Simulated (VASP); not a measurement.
# AlCo (Pm-3m) in VASP: notebook

One crystal, AlCo, is run at these levels: PBE; tasks: relaxation of the atoms.

Everything below comes from runs of VASP 6.6.1. Logs are shortened: lines on timing, memory, paths and dates and some standing lists are left out, and cuts for length are marked.

## Step 1: The undisturbed crystal

It takes space group Pm-3m (No. 221, cubic). The conventional cell has a = 2.819 Å, b = 2.819 Å, c = 2.819 Å, α = 90.00°, β = 90.00°, γ = 90.00°. Around Al (site symmetry m-3m) lie 8 Co at 2.44 Å. Around Co (site symmetry m-3m) lie 8 Al at 2.44 Å.

The cell is a database's computed one.

## Step 2: Relaxation of the atoms, PBE (a relaxed cell with its volume scaled by 0.94)

INCAR

```
SYSTEM = AlCo
  ALGO = Normal
  EDIFF = 1E-7
  EDIFFG = -0.01
  ENCUT = 300
  GGA = PE
  IBRION = 2
  ISIF = 2
  ISMEAR = 1
  LASPH = .True.
  LCHARG = .False.
  LREAL = .False.
  LWAVE = .False.
  NELM = 80
  NSW = 40
  PREC = Accurate
  SIGMA = 0.1
```

KPOINTS

```
k-points
0
Gamma
  7 7 7
  0 0 0
```

POSCAR

```
AlCo                                    
1.0
    2.7922650620      0.0000000000     -0.0000000000
    0.0000000000      2.7922650620     -0.0000000000
    0.0000000000      0.0000000000      2.7922650620
  Al              Co            
     1     1
Direct
     0.0000000000000000    0.0000000000000000    0.0000000000000000
     0.5000000000000000    0.5000000000000000    0.5000000000000000
```

Potentials or basis: VASP PAW PBE potentials, release 64 (Al, Co).

Run with:

```sh
$ cat potpaw_PBE.64/Al/POTCAR potpaw_PBE.64/Co/POTCAR > POTCAR
$ mpirun -np 1 vasp_std > vasp.out
```

OUTCAR:

```text
SYSTEM = AlCo
   EDIFF = 1E-7
   EDIFFG = -0.01
   ENCUT = 300
   GGA = PE
   IBRION = 2
   ISIF = 2
   ISMEAR = 1
   LASPH = .True.
   LREAL = .False.
   NELM = 80
   NSW = 40
   PREC = Accurate

 ion  position               nearest neighbor table
   1  0.000  0.000  0.000-   2 2.42   2 2.42   2 2.42   2 2.42   2 2.42   2 2.42   2 2.42   2 2.42

   2  0.500  0.500  0.500-   1 2.42   1 2.42   1 2.42   1 2.42   1 2.42   1 2.42   1 2.42   1 2.42

  LATTYP: Found a simple cubic cell.
 ALAT       =     2.7922650620

  Lattice vectors:

 A1 = (   2.7922650620,   0.0000000000,   0.0000000000)
 A2 = (   0.0000000000,   2.7922650620,   0.0000000000)
 A3 = (   0.0000000000,   0.0000000000,   2.7922650620)

Analysis of symmetry for initial positions (statically):
=====================================================================
 Subroutine PRICEL returns:
 Original cell was already a primitive cell.

 Routine SETGRP: Setting up the symmetry group for a
 simple cubic supercell.

 Subroutine GETGRP returns: Found 48 space group operations
 (whereof 48 operations were pure point group operations)
 out of a pool of 48 trial point group operations.

The static configuration has the point symmetry O_h .

Analysis of symmetry for dynamics (positions and initial velocities):
=====================================================================
 Subroutine PRICEL returns:
 Original cell was already a primitive cell.

 Routine SETGRP: Setting up the symmetry group for a
 simple cubic supercell.

 Subroutine GETGRP returns: Found 48 space group operations
 (whereof 48 operations were pure point group operations)
 out of a pool of 48 trial point group operations.

The dynamic configuration has the point symmetry O_h .

 Subroutine INISYM returns: Found 48 space group operations
 (whereof 48 operations are pure point group operations),
 and found     1 'primitive' translations

----------------------------------------------------------------------------------------

                                     Primitive cell

  volume of cell :      21.7706

  direct lattice vectors                    reciprocal lattice vectors
     2.792265062  0.000000000  0.000000000     0.358132189  0.000000000  0.000000000
     0.000000000  2.792265062  0.000000000     0.000000000  0.358132189  0.000000000
     0.000000000  0.000000000  2.792265062     0.000000000  0.000000000  0.358132189

  length of vectors
     2.792265062  2.792265062  2.792265062     0.358132189  0.358132189  0.358132189

  position of ions in fractional coordinates (direct lattice)
     0.000000000  0.000000000  0.000000000
     0.500000000  0.500000000  0.500000000

  ion indices of the primitive-cell ions
   primitive index   ion index
                 1           1
                 2           2

----------------------------------------------------------------------------------------

 KPOINTS: k-points

Automatic generation of k-mesh.
 Grid dimensions read from file:
 generate k-points for:    7    7    7

 Generating k-lattice:

  Cartesian coordinates                     Fractional coordinates (reciprocal lattice)
     0.051161741  0.000000000  0.000000000     0.142857143  0.000000000  0.000000000
     0.000000000  0.051161741  0.000000000     0.000000000  0.142857143  0.000000000
     0.000000000  0.000000000  0.051161741     0.000000000  0.000000000  0.142857143

  Length of vectors
     0.051161741  0.051161741  0.051161741

  Shift w.r.t. Gamma in fractional coordinates (k-lattice)
     0.000000000  0.000000000  0.000000000

 Subroutine IBZKPT returns following result:
 ===========================================

 Found     20 irreducible k-points:

 Following reciprocal coordinates:
            Coordinates               Weight
  0.000000  0.000000  0.000000      1.000000
  0.142857  0.000000  0.000000      6.000000
  0.285714  0.000000  0.000000      6.000000
  0.428571  0.000000  0.000000      6.000000
  0.142857  0.142857  0.000000     12.000000
  0.285714  0.142857  0.000000     24.000000
[... 12 lines left out ...]
  0.428571  0.428571  0.285714     24.000000
  0.428571  0.428571  0.428571      8.000000
   k-points           NKPTS =     20   k-points in BZ     NKDIM =     20   number of bands    NBANDS=     10
   number of dos      NEDOS =    301   number of ions     NIONS =      2
   total plane-waves  NPLWV =   4096
   dimension x,y,z NGX =    16 NGY =   16 NGZ =   16
   dimension x,y,z NGXF=    32 NGYF=   32 NGZF=   32
   ions per type =               1   1
   NGX,Y,Z   is equivalent  to a cutoff of   9.53,  9.53,  9.53 a.u.
   NGXF,Y,Z  is equivalent  to a cutoff of  19.05, 19.05, 19.05 a.u.
 SYSTEM =  AlCo
   PREC   = accura    normal or accurate (medium, high low for compatibility)
   ISTART =      0    job   : 0-new  1-cont  2-samecut
   ICHARG =      2    charge: 1-file 2-atom 10-const
   ISPIN  =      1    spin polarized calculation?
   LNONCOLLINEAR =      F non collinear calculations
   LSORBIT =      F    spin-orbit coupling
   LASPH  =      T    aspherical Exc in radial PAW
   ENCUT  =  300.0 eV  22.05 Ry    4.70 a.u.   3.94  3.94  3.94*2*pi/ulx,y,z
   NELM   =     80;   NELMIN=  2; NELMDL= -5     # of ELM steps
   EDIFF  = 0.1E-06   stopping-criterion for ELM
   LREAL  =      F    real-space projection
   EDIFFG = -.1E-01   stopping-criterion for IOM
   NSW    =     40    number of steps for IOM
   IBRION =      2    ionic relax: 0-MD 1-quasi-New 2-CG
   NFREE  =      1    steps in history (QN), initial steepest desc. (CG)
   ISIF   =      2    stress and relaxation
   ISYM   =      2    0-nonsym 1-usesym 2-fastsym
   POTIM  = 0.5000    time-step for ionic-motion
   TEBEG  =    0.0;   TEEND  =   0.0 temperature during run
   PSTRESS=    0.0 pullay stress
   NELECT =      12.0000    total number of electrons
   NUPDOWN=      -1.0000    fix difference up-down
   EMIN   =  10.00;   EMAX   =-10.00  energy-range for DOS
   EFERMI =   0.00;   METHOD = LEGACY
   ISMEAR =     1;   SIGMA  =   0.10  broadening in eV -4-tet -1-fermi 0-gaus
   EFERMI_NEDOS =   21; number of points for ismear=-14 and -15
   IALGO  =     38    algorithm
   IMIX   =      4    mixing-type and parameters
     AMIX     =   0.40;   BMIX     =  1.00
     AMIX_MAG =   1.60;   BMIX_MAG =  1.00
  volume/ion in A,a.u.               =      10.89        73.46
  Fermi-wavevector in a.u.,A,eV,Ry     =   1.342287  2.536554 24.514072  1.801733
  Thomas-Fermi vector in A             =   2.470453
   LORBIT       =      0    0 simple, 1 ext, 2 COOP (PROOUT), +10 PAW based schemes
   GGA     = PE    functional components
   LHFCALC =     F    Hartree Fock is set to
   AEXX    =    0.0000 exact exchange contribution
   IVDW    =     0    specifies the selected vdW correction
   LEPSILON=     F    determine dielectric tensor
   LRPA    =     F    only Hartree local field effects (RPA)
 conjugate gradient relaxation of ions
 non-spin polarized calculation
 Methfessel and Paxton  Order N= 1 SIGMA  =   0.10
  energy-cutoff  :      300.00
  volume of cell :       21.77
 maximum number of plane-waves:       271
 NGX is ok and might be reduce to    16
   NGX =  7   NGY =  7   NGZ =  7

 number of electron      11.9999978 magnetization

 Free energy of the ion-electron system (eV)
  ---------------------------------------------------
  ext. energy  EPLUGINS =         0.00000000
  ---------------------------------------------------
  free energy    TOTEN  =       -11.93946140 eV

  energy without entropy =      -11.93894960  energy(sigma->0) =      -11.93929080

 E-fermi :  11.3673     XC(G=0): -12.5703

 val. band max:       11.3450000925   @ k =   0.4286   0.4286   0.0000
 cond. band min:      11.5621703665   @ k =   0.4286   0.4286   0.1429
 fundamental gap:      0.2171702739
 Fermi energy:        11.3673066230

 k-point     1 :       0.0000    0.0000    0.0000
  band No.  band energies     occupation
      1      -0.0752      2.00000
      2       8.1699      2.00000
      3       8.1699      2.00000
      4      10.4969      2.00000
      5      10.4969      2.00000
      6      10.4969      2.00000
      7      17.7085      0.00000
      8      17.7085      0.00000
      9      17.7085      0.00000
     10      20.4368      0.00000

 k-point     2 :       0.1429    0.0000    0.0000
  band No.  band energies     occupation
      1       0.3275      2.00000
      2       8.1121      2.00000
      3       8.2826      2.00000
      4      10.2894      2.00000
      5      10.2894      2.00000
      6      10.5197      2.00000
      7      15.1515      0.00000
      8      18.2562      0.00000
      9      18.2562      0.00000
     10      20.3614      0.00000

 k-point     3 :       0.2857    0.0000    0.0000
  band No.  band energies     occupation
      1       1.5043      2.00000
      2       7.4700      2.00000
      3       8.5500      2.00000
      4       9.8798      2.00000
      5       9.8798      2.00000
      6      10.5715      2.00000
      7      12.5939     -0.00000
      8      19.6987      0.00000
      9      19.6987      0.00000
     10      20.1616      0.00000

 k-point     4 :       0.4286    0.0000    0.0000
  band No.  band energies     occupation
      1       3.3486      2.00000
      2       5.5944      2.00000
      3       8.7809      2.00000
      4       9.5922      2.00000
      5       9.5922      2.00000
      6      10.6135      2.00000
      7      11.6949     -0.00004
      8      19.9648      0.00000
      9      21.6823      0.00000
     10      21.6823      0.00000

 k-point     5 :       0.1429    0.1429    0.0000
  band No.  band energies     occupation
      1       0.7243      2.00000
      2       8.2032      2.00000
      3       8.2842      2.00000
      4      10.0418      2.00000
      5      10.2769      2.00000
      6      10.3594      2.00000
      7      15.1379      0.00000
      8      16.0836      0.00000
      9      18.7913      0.00000
     10      21.4715      0.00000

 k-point     6 :       0.2857    0.1429    0.0000
  band No.  band energies     occupation
      1       1.8809      2.00000
      2       7.6521      2.00000
      3       8.5490      2.00000
      4       9.6522      2.00000
      5       9.9113      2.00000
      6      10.3866      2.00000
      7      12.8124     -0.00000
      8      16.8468      0.00000
      9      20.2093      0.00000
     10      21.4367      0.00000
[... 131 lines left out ...]
 k-point    17 :       0.2857    0.2857    0.2857
  band No.  band energies     occupation
      1       4.2655      2.00000
      2       8.1697      2.00000
      3       8.1697      2.00000
      4       9.5625      2.00000
      5       9.7549      2.00000
      6       9.7549      2.00000
      7      14.3894      0.00000
      8      14.3894      0.00000
      9      16.7363      0.00000
     10      21.3846      0.00000

 k-point    18 :       0.4286    0.2857    0.2857
  band No.  band energies     occupation
      1       5.5643      2.00000
      2       7.3591      2.00000
      3       8.0323      2.00000
      4       9.7067      2.00000
      5       9.7326      2.00000
      6      10.6333      2.00000
      7      12.3611     -0.00000
      8      16.1079      0.00000
      9      17.5112      0.00000
     10      18.4875      0.00000

 k-point    19 :       0.4286    0.4286    0.2857
  band No.  band energies     occupation
      1       6.3482      2.00000
      2       7.5643      2.00000
      3       7.6186      2.00000
      4       9.6761      2.00000
      5      10.7358      2.00000
      6      11.1138      2.00198
      7      12.5119     -0.00000
      8      14.6319      0.00000
      9      16.2794      0.00000
     10      18.4421      0.00000

 k-point    20 :       0.4286    0.4286    0.4286
  band No.  band energies     occupation
      1       6.8945      2.00000
      2       7.3221      2.00000
      3       7.3221      2.00000
      4      10.8606      2.00000
      5      10.8606      2.00000
      6      12.1743     -0.00000
      7      13.9542      0.00000
      8      13.9542      0.00000
      9      16.1615      0.00000
     10      17.6427      0.00000

------------------------ aborting loop because EDIFF is reached ----------------------------------------

  FORCE on cell =-STRESS in cart. coord.  units (eV):
  Direction    XX          YY          ZZ          XY          YZ          ZX
  --------------------------------------------------------------------------------------
  -------------------------------------------------------------------------------------
  Total        1.7322738      1.7322738      1.7322738      0.0000000      0.0000000      0.0000000
  in kB      127.4844460    127.4844460    127.4844460      0.0000000      0.0000000      0.0000000
  external PRESSURE =     127.4844460 kB  Pullay stress =       0.0000000 kB

 VOLUME and BASIS-vectors are now :
 -----------------------------------------------------------------------------
  energy-cutoff  :      300.00
  volume of cell :       21.77
      direct lattice vectors                 reciprocal lattice vectors
     2.792265062  0.000000000  0.000000000     0.358132189  0.000000000  0.000000000
     0.000000000  2.792265062  0.000000000     0.000000000  0.358132189  0.000000000
     0.000000000  0.000000000  2.792265062     0.000000000  0.000000000  0.358132189

 POSITION                                       TOTAL-FORCE (eV/Angst)
 -----------------------------------------------------------------------------------
      0.00000      0.00000      0.00000         0.000000      0.000000      0.000000
      1.39613      1.39613      1.39613         0.000000      0.000000      0.000000
 -----------------------------------------------------------------------------------
    total drift:                                0.000000      0.000000      0.000000

  FREE ENERGIE OF THE ION-ELECTRON SYSTEM (eV)
  ---------------------------------------------------
  free  energy   TOTEN  =       -11.9394614043 eV

  energy  without entropy=      -11.9389495997  energy(sigma->0) =      -11.93929080

 reached required accuracy - stopping structural energy minimisation
```

Run time: 1.6 s. Hardware: 1 thread of Intel Xeon 6975P-C (Granite Rapids), shared host; peak memory 0.11 GiB.

Results:

| Quantity | Value |
| --- | --- |
| Free energy | -11.9395 eV |
| Band gap on the k mesh | none (metal or under the smearing width) |

Final structure:
```
Al Co
1.0
     2.79227    0.00000    0.00000
     0.00000    2.79227    0.00000
     0.00000    0.00000    2.79227
Al Co
1 1
Direct
  0.00000 0.00000 0.00000
  0.50000 0.50000 0.50000
```

Levels at points of the mesh, in eV from the Fermi level:
```
           k point  band 3  band 4  band 5  band 6  band 7  band 8  band 9  band 10
(0.00, 0.00, 0.00)   -3.20   -0.87   -0.87   -0.87    6.34    6.34    6.34     9.07
```

Caveat: the cutoff is under 1.25 times the usual one of these potentials, so pressure, stress and relaxed cells hold a basis-set (Pulay) error; the relaxation stopped at its first step, so nothing moved. Spin polarisation is off, so any magnetic state and its effect on volume and gap are missing.

[end of part 1 of 2]
